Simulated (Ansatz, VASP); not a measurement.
## Pt: VASP beside Ansatz

```
Pt
1.0
     0.00000    1.98577    1.98577
     1.98577    0.00000    1.98577
     1.98577    1.98577    0.00000
Pt
1
Cartesian
  0.0000 0.0000 0.0000
```

Alike in both runs: task relaxation of cell and atoms; functional PBE; k mesh 18 × 18 × 18; occupations fermi-dirac, width 0.05 eV; no spin polarisation.

|  | VASP | Ansatz |
| --- | --- | --- |
| version | VASP 6.6.1 | Ansatz 0.2.0 |
| potentials or method | VASP PAW PBE potentials, release 64 (Pt) | PAW with Ansatz's default frozen-core files, scalar-relativistic |
| plane-wave cutoff (eV) | 600 | 420 |
| valence electrons in the cell | 10 | 18 |

```csv
,VASP,Ansatz,Ansatz less VASP
relaxed volume (Å³/atom),15.62,15.65,+0.026
relaxed cell length with the largest relative difference (Å),2.806,2.807,+0.0015
```

The two sets of potentials don't hold the same shells in valence.

The runs have no spin-orbit coupling, so splittings on Pt are missing.
